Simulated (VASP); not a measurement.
CsSnBr3, 5 atoms in the cell. The structure is cubic, space group Pm-3m (No. 221). Conventional cell: a = 5.764 Å, b = 5.764 Å, c = 5.764 Å, α = 90.00°, β = 90.00°, γ = 90.00°. Cs (site symmetry m-3m) has 12 Br at 4.08 Å as nearest neighbours. Around Sn (site symmetry m-3m) lie 6 Br at 2.88 Å. Br (site symmetry 4/mmm) has 2 Sn at 2.88 Å as nearest neighbours. The cell was built by a generator and needn't be a form met in nature.

| Property | Result |
| --- | --- |
| Program | VASP 6.6.1 |
| Task | single point |
| Functional | r2SCAN |
| Potentials or basis | VASP PAW PBE potentials, release 64 (Cs_sv, Sn_d, Br) |
| Cutoff | 520 eV |
| k mesh | 6 × 6 × 6 |
| Occupations | gaussian, width 0.01 eV |
| Spin | no spin polarisation |
| Dipole correction | no |
| Further INCAR settings | ALGO = Normal; EDIFF = 1e-06; NBANDS = 30 |

Potentials or basis: VASP PAW PBE potentials, release 64 (Cs_sv, Sn_d, Br).

Run with:

```sh
$ cat potpaw_PBE.64/Cs_sv/POTCAR potpaw_PBE.64/Sn_d/POTCAR potpaw_PBE.64/Br/POTCAR > POTCAR
$ mpirun -np 1 vasp_std > vasp.out
```

Hardware: 1 thread of Intel(R) Xeon(R) 6975P-C (Granite Rapids) (shared host).

**Question.** How long does it take, and how much memory?

**Answer.** Run time: 4.3 min on 1 thread of Intel(R) Xeon(R) 6975P-C (Granite Rapids), with other jobs on the host, peak memory 0.43 GiB. Counts: scf iterations 20, k points 20.
